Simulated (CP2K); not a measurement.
The system is SrCl2.

```
Sr Cl
1.0
     4.93327    0.00000    0.00000
     2.46664    4.27234    0.00000
     2.46664    1.42411    4.02800
Sr Cl
1 2
Direct
  0.00000 0.00000 0.00000
  0.75000 0.75000 0.75000
  0.25000 0.25000 0.25000
```

Base run:

| Quantity | Value |
| --- | --- |
| Program | CP2K 2026.2 |
| Functional | M06-L |
| Potentials or basis | POTENTIAL_UZH Sr GTH-PBE-q10, Cl GTH-PBE-q7; TZVP-MOLOPT-PBE-GTH basis |
| Density cutoff | 12245 eV |
| k mesh | 7 × 7 × 7 |
| Occupations | fermi-dirac, width 0.05 eV |
| Spin | no spin polarisation |

Its results: band gap on the k mesh 5.69 eV, indirect (least direct gap 6.02 eV); pressure 0.4 GPa.

The run is repeated on the same cell with these changes: functional from M06-L to BEEF-vdW. What comes out?

Band gap on the k mesh 5.58 eV, indirect (least direct gap 5.88 eV); pressure 2.3 GPa.

Caveats: the potentials were made for another functional, which shifts forces and pressure; an odd mesh through Γ misses points on the zone boundary, where band edges often lie; the basis of atomic orbitals isn't converged, which shifts pressures, moduli and gaps.
